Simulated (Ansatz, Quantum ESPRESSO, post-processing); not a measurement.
# LiF(001): dielectric constant from slabs in a field, part 6 of 7

Wanted: electronic and ionic screening from finite-field slabs, the first being LiF(001), 5 layers.

Quantum ESPRESSO 7.5; plane-wave DFT, PBE, GBRV ultrasoft pseudopotentials; geometry by Ansatz 0.2.0 with PAW datasets.

So far. Step 12 (Relaxed-ion response of the slab in a field, 5 layers): ε = 0.1000 / 0.0104 = 9.57. Step 13 (Geometry from Ansatz, 9 layers): The relaxation lowers the energy by 1 meV an atom.

## (14) Self-consistent run, 9 layers: no field

Level of this step: plane-wave DFT, PBE, GBRV ultrasoft pseudopotentials (Quantum ESPRESSO 7.5).

n9.f0.in

```
&control
  prefix = 'n9.f0'
  outdir = './out'
  pseudo_dir = './pseudo'
  calculation = 'scf'
  tprnfor = .true.
  tefield = .true.
  dipfield = .true.
/
&system
  ibrav = 0
  nat = 18
  ntyp = 2
  ecutwfc = 40
  ecutrho = 200
  occupations = 'fixed'
  edir = 3
  emaxpos = 0.97
  eopreg = 0.04
  eamp = 0.0
/
&electrons
  conv_thr = 1e-10
  mixing_beta = 0.5
  electron_maxstep = 120
/
ATOMIC_SPECIES
  Li  6.9400  li_pbe_v1.4.uspp.F.UPF
  F   18.9984  f_pbe_v1.4.uspp.F.UPF
CELL_PARAMETERS angstrom
  2.87792459940000 0.00000000000000 0.00000000000000
  0.00000000000000 2.87792459940000 0.00000000000000
  0.00000000000000 0.00000000000000 32.28000000000000
ATOMIC_POSITIONS crystal
  Li  -0.000000000000 0.000000000000 0.249546803214
  F   0.500000000000 0.500000000000 0.247419842718
  Li  0.500000000000 0.500000000000 0.310669154975
  F   -0.000000000000 0.000000000000 0.311062924338
  Li  -0.000000000000 0.000000000000 0.374022174872
  F   0.500000000000 0.500000000000 0.373955801297
  Li  0.500000000000 0.500000000000 0.436980752630
  F   0.000000000000 0.000000000000 0.436990469000
  Li  0.000000000000 0.000000000000 0.499999994952
  F   0.500000000000 0.500000000000 0.500000002946
  Li  0.500000000000 0.500000000000 0.563019237340
  F   0.000000000000 0.000000000000 0.563009537881
  Li  0.000000000000 0.000000000000 0.625977816279
  F   0.500000000000 0.500000000000 0.626044208095
  Li  0.500000000000 0.500000000000 0.689330836293
  F   0.000000000000 0.000000000000 0.688937083425
  Li  0.000000000000 0.000000000000 0.750453189898
  F   0.500000000000 0.500000000000 0.752580169848
K_POINTS automatic
  8 8 1 0 0 0
```

Launch:

```console
OMP_NUM_THREADS=1 mpirun -n 4 pw.x -nk 4 -in n9.f0.in > n9.f0.out
```

Log:

```text
[banner, memory and clock lines left out]
Program PWSCF v.7.5 starts
[...]
number of electrons       =        90.00
     number of Kohn-Sham states=           45
     kinetic-energy cutoff     =      40.0000  Ry
     charge density cutoff     =     200.0000  Ry
[...]
number of k points=    34
[...]
Dense  grid:    86331 G-vectors     FFT dimensions: (  25,  25, 288)
[...]
negative rho (up, down):  4.297E-04 0.000E+00
[...]
Starting wfcs are   81 randomized atomic wfcs
[...]
negative rho (up, down):  1.126E-04 0.000E+00
[...]
estimated scf accuracy    <       0.29632038 Ry
[...]
negative rho (up, down):  9.044E-05 0.000E+00
[...]
estimated scf accuracy    <       0.04012874 Ry
[...]
negative rho (up, down):  1.952E-04 0.000E+00
[...]
estimated scf accuracy    <       0.00513700 Ry
[...]
negative rho (up, down):  2.516E-04 0.000E+00
[...]
estimated scf accuracy    <       0.00039823 Ry
[...]
negative rho (up, down):  2.875E-04 0.000E+00
[...]
estimated scf accuracy    <       0.00009244 Ry
[...]
negative rho (up, down):  3.039E-04 0.000E+00
[...]
estimated scf accuracy    <       0.00000468 Ry
[...]
negative rho (up, down):  3.103E-04 0.000E+00
[...]
estimated scf accuracy    <       0.00000804 Ry
[...]
negative rho (up, down):  3.138E-04 0.000E+00
[...]
estimated scf accuracy    <       0.00000018 Ry
[...]
negative rho (up, down):  3.156E-04 0.000E+00
[...]
estimated scf accuracy    <       0.00000023 Ry
[...]
negative rho (up, down):  3.165E-04 0.000E+00
[...]
estimated scf accuracy    <       0.00000002 Ry
[...]
negative rho (up, down):  3.169E-04 0.000E+00
[...]
Total length         58.5603 bohr
[...]
estimated scf accuracy    <          1.2E-10 Ry
[...]
negative rho (up, down):  3.173E-04 0.000E+00
[...]
Computed dipole along edir(3) :
        Dipole                0.0000 Ry au,          0.0000 Debye
        Dipole field          0.0000 Ry au,
        Potential amp.       -0.0000 Ry
        Total length         58.5603 bohr
[...]
highest occupied level (ev):    -2.8852
!    total energy              =    -570.26075702 Ry
     estimated scf accuracy    <          9.5E-11 Ry
[...]
one-electron contribution =   -6891.23988385 Ry
     hartree contribution      =    3468.91420858 Ry
     xc contribution           =    -116.23116065 Ry
     ewald contribution        =    2968.29607890 Ry
     electric field correction =       0.00000000 Ry
     convergence has been achieved in  12 iterations
[...]
Total force =     0.000573     Total SCF correction =     0.000015
[...]
```

The job ended after 82 s (4 MPI ranks of Arm Neoverse V2, shared host; peak memory 0.68 GiB).

Numbers from this step:

```
free energy                    : -7758.7929 eV
dipole along the normal        : 0 e·Å
valence top, on the run's zero : -2.885 eV
```

## (15) Electrostatic potential, 9 layers

n9.f0.pot.in

```
&inputpp
  prefix = 'n9.f0'
  outdir = './out'
  filplot = 'n9.f0.pot.dat'
  plot_num = 11
/
```

Launch:

```console
OMP_NUM_THREADS=1 mpirun -n 4 pp.x -in n9.f0.pot.in > n9.f0.pot.out
```

It took 0.79 s on 4 MPI ranks; peak memory 0.1 GiB.

Numbers from this step:

* slope of the potential above: 1.28e-5 eV/Å
* upper vacuum line continued to the top atoms, over the valence top: 7.668 eV
* slope of the potential below: -2.04e-5 eV/Å
* lower vacuum line continued to the bottom atoms, over the valence top: 7.668 eV
* vacuum level at the upper face over the valence top of the mesh: 7.668 eV
* vacuum level at the lower face over the valence top of the mesh: 7.668 eV

## (16) Self-consistent run, 9 layers: field 0.1 V/Å

n9.f1.in is the input of step 14 with these lines changed:

```diff
@@ -1,3 +1,3 @@
 &control
-  prefix = 'n9.f0'
+  prefix = 'n9.f1'
   outdir = './out'
@@ -19,3 +19,3 @@
   eopreg = 0.04
-  eamp = 0.0
+  eamp = 0.00194469
 /
```

Launch:

```console
OMP_NUM_THREADS=1 mpirun -n 4 pw.x -nk 4 -in n9.f1.in > n9.f1.out
```

Log:

```text
[banner, memory and clock lines left out]
Program PWSCF v.7.5 starts
[...]
number of electrons       =        90.00
     number of Kohn-Sham states=           45
     kinetic-energy cutoff     =      40.0000  Ry
     charge density cutoff     =     200.0000  Ry
[...]
number of k points=    34
[...]
Dense  grid:    86331 G-vectors     FFT dimensions: (  25,  25, 288)
[...]
negative rho (up, down):  4.297E-04 0.000E+00
[...]
Starting wfcs are   81 randomized atomic wfcs
[...]
negative rho (up, down):  1.115E-04 0.000E+00
[...]
estimated scf accuracy    <       0.29685603 Ry
[...]
negative rho (up, down):  8.977E-05 0.000E+00
[...]
estimated scf accuracy    <       0.04022381 Ry
[...]
negative rho (up, down):  1.947E-04 0.000E+00
[...]
estimated scf accuracy    <       0.00515848 Ry
[...]
negative rho (up, down):  2.512E-04 0.000E+00
[...]
estimated scf accuracy    <       0.00040791 Ry
[...]
negative rho (up, down):  2.871E-04 0.000E+00
[...]
estimated scf accuracy    <       0.00007647 Ry
[...]
negative rho (up, down):  3.037E-04 0.000E+00
[...]
estimated scf accuracy    <       0.00000765 Ry
[...]
negative rho (up, down):  3.104E-04 0.000E+00
[...]
estimated scf accuracy    <       0.00000727 Ry
[...]
negative rho (up, down):  3.137E-04 0.000E+00
[...]
estimated scf accuracy    <       0.00000024 Ry
[...]
negative rho (up, down):  3.156E-04 0.000E+00
[...]
estimated scf accuracy    <       0.00000052 Ry
[...]
negative rho (up, down):  3.165E-04 0.000E+00
[...]
estimated scf accuracy    <       0.00000006 Ry
[...]
negative rho (up, down):  3.168E-04 0.000E+00
[...]
estimated scf accuracy    <          2.6E-09 Ry
[...]
negative rho (up, down):  3.170E-04 0.000E+00
[...]
estimated scf accuracy    <          1.7E-09 Ry
[...]
negative rho (up, down):  3.173E-04 0.000E+00
[...]
Computed dipole along edir(3) :
        Dipole                0.0836 Ry au,          0.2126 Debye
        Dipole field          0.0006 Ry au,
        E field amplitude [Ha a.u.]:  1.9447E-03
        Potential amp.        0.1595 Ry
        Total length         58.5603 bohr
[...]
highest occupied level (ev):    -2.4648
!    total energy              =    -570.26091969 Ry
     estimated scf accuracy    <          3.2E-11 Ry
[...]
one-electron contribution =   -6891.23849671 Ry
     hartree contribution      =    3468.91285708 Ry
     xc contribution           =    -116.23108235 Ry
     ewald contribution        =    2968.29607890 Ry
     electric field correction =      -0.00027660 Ry
     convergence has been achieved in  13 iterations
[...]
Total force =     0.008452     Total SCF correction =     0.000010
[...]
```

Elapsed: 85 s, on 4 MPI ranks; peak memory 0.68 GiB.

Numbers from this step:

| Property | Result |
| --- | --- |
| free energy | -7758.7951 eV |
| dipole along the normal | 0.04426 e·Å |
| valence top, on the run's zero | -2.465 eV |

## (17) Electrostatic potential, 9 layers

n9.f1.pot.in

```
&inputpp
  prefix = 'n9.f1'
  outdir = './out'
  filplot = 'n9.f1.pot.dat'
  plot_num = 11
/
```

Launch:

```console
OMP_NUM_THREADS=1 mpirun -n 4 pp.x -in n9.f1.pot.in > n9.f1.pot.out
```

Run time: 0.79 s. Hardware: 4 MPI ranks; peak memory 0.11 GiB; 2.8 s of CPU time.

This step gave:

```
slope of the potential above                                          : 0.1000 eV/Å
upper vacuum line continued to the top atoms, over the valence top    : 7.602 eV
slope of the potential below                                          : 0.09998 eV/Å
lower vacuum line continued to the bottom atoms, over the valence top : 6.939 eV
```

The slope in the vacuum is 0.100 eV/Å for an applied 0.10 V/Å, as it should be.

## (18) Clamped-ion dielectric constant from the field inside the slab, 9 layers

Read from the output:

| Quantity | Value |
| --- | --- |
| polarisability a cell | 6.374 Å³ |
| sheet polarisability 4πα/A | 9.670 Å |
| change of slope inside | 0.04899 eV/Å |
| dielectric constant | 2.041 |

Running mean over one layer period, set to zero at the slab's centre. Change of the potential energy, second field less first against z:

z (Å), change of the potential energy, second field less first (eV) and a bar from the least value:
```
        0      -0.36 ##########
        1      -0.98 
        2      -0.93 #
        3      -0.83 ##
        4      -0.73 ####
        5      -0.63 ######
        6      -0.53 #######
        7      -0.45 ########
        8      -0.40 #########
        9      -0.35 ##########
       10      -0.30 ###########
       11      -0.25 ############
       12      -0.20 ############
       13      -0.15 #############
       14      -0.10 ##############
       15      -0.06 ###############
       16      -0.01 ################
       17       0.04 ################
       18       0.09 #################
       19       0.14 ##################
       20       0.19 ###################
       21       0.24 ###################
       22       0.29 ####################
       23       0.34 #####################
       24       0.38 ######################
       25       0.43 #######################
       26       0.51 ########################
       27       0.60 #########################
       28       0.70 ###########################
       29       0.80 ############################
       30       0.90 ##############################
       31       0.79 ############################
       32      -0.08 ##############
```

ε = 0.1000 / 0.0490 = 2.04.

## (19) By thickness

The sheet polarisability 4πα/A by layers:

```csv
layers,sheet polarisability 4πα/A (Å)
5.00,5.52
9.00,9.67
```

The dielectric constant stays at 2.04 for layers from 5 to 9.

(Continued in part 7 of 7.)

[Logs are printed without paths, hosts, clocks, repeated set-up lines and the standing remarks that a program may print on its own settings, such as how far it seeks lower states.]

[Hosts, paths, dates, database ids (printed as entryN), source tags and the programs' standing remarks are cut or masked in the printed files.]

[Maps of the electrostatic potential energy from Ansatz leave out the sawtooth potential of an applied field or a dipole correction, so their vacuum need not be flat; planar profiles and work functions include it.]
